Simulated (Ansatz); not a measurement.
**SrO: band gap under strain**

Aim: follow the gap of SrO (rocksalt) through these states: +2.1 % shear in the xy plane; -4.0 % equal strain in all directions; +3.3 % strain along z alone. The table at the end shows which levels were run.

Code: Ansatz 0.2.0. PAW datasets, plane waves. (Simulation; spin polarisation is off.)

## (1) The structure to begin with

The unstrained cell was relaxed with r2SCAN; in each strained cell the atoms were relaxed again with r2SCAN. Names of k-points are those of the unstrained zone, where strain can split equivalent points. First state: +2.1 % shear in the xy plane.

It is orthorhombic, Immm (No. 71); a = 3.611 Å, b = 3.686 Å, c = 5.160 Å in the conventional setting, 17.17 Å³ an atom. Sr has 6 O at 2.58 Å; O has 6 Sr at 2.58 Å.

As a file:

```cif
data_structure
_symmetry_space_group_name_H-M 'Immm'
_symmetry_Int_Tables_number 71
_cell_length_a 3.6109
_cell_length_b 3.6861
_cell_length_c 5.1598
_cell_angle_alpha 90.000
_cell_angle_beta 90.000
_cell_angle_gamma 90.000
_cell_volume 68.68
loop_
_atom_site_label
_atom_site_type_symbol
_atom_site_symmetry_multiplicity
_atom_site_Wyckoff_symbol
_atom_site_fract_x
_atom_site_fract_y
_atom_site_fract_z
_atom_site_occupancy
Sr1 Sr 2 a 0.00000 0.00000 0.00000 1
O1 O 2 c 0.50000 0.50000 0.00000 1
```

## (2) +2.1 % shear in the xy plane: PBE

input.yaml reads:

```yaml
crystal:
  lattice:
    - [0.0265728912, 2.5798923523, 2.5798923523]
    - [2.5798923523, 0.0265728912, 2.5798923523]
    - [2.6064652436, 2.6064652436, 1.0e-10]
  atoms:
    - { symbol: Sr, position: [0.0, 0.0, 0.0] }
    - { symbol: O, position: [0.5, 0.5, 0.5] }
kpoints:
  mp_grid: { grid: [8, 8, 8] }
  band_path:
    path:
      - [0.0, 0.0, 0.0]
      - [0.5, 0.0, 0.5]
      - [0.625, 0.25, 0.625]
      - [0.375, 0.375, 0.75]
      - [0.5, 0.5, 0.5]
      - [0.5, 0.25, 0.75]
    npoints: 1
hamiltonian:
  xc: pbe
scf:
  occupations: { method: fermi_dirac, width: 0.02 }
  n_extra_bands: 4
output:
  forces: true
  stress: true
  eigenvalues: true
```

Launch:

```bash
ansatz run input.yaml --threads 4 --pin off --max-ram 3686MiB --backend cpu --events-out ev --progress --plain --runs-dir out
```

The runs that follow: +2.1 % shear in the xy plane: r2SCAN; +2.1 % shear in the xy plane: HSE06; -4.0 % equal strain in all directions: PBE; -4.0 % equal strain in all directions: r2SCAN; -4.0 % equal strain in all directions: HSE06; +3.3 % strain along z alone: PBE; +3.3 % strain along z alone: r2SCAN; +3.3 % strain along z alone: HSE06.

Before running it: what results should come out?

As calculated:

Least gap in eV (negative: overlap):

```
                                state   PBE  r2SCAN  HSE06
         +2.1 % shear in the xy plane  3.29    3.77   4.77
-4.0 % equal strain in all directions  3.21    3.69   4.72
          +3.3 % strain along z alone  3.27    3.74   4.74
```

**Reading.** Where both were run, the HSE06 gap lies +1.47 to +1.51 eV from PBE's, each on its own k points. In PBE the gap is least under -4.0 % equal strain in all directions (3.21 eV) and largest under +2.1 % shear in the xy plane (3.29 eV).
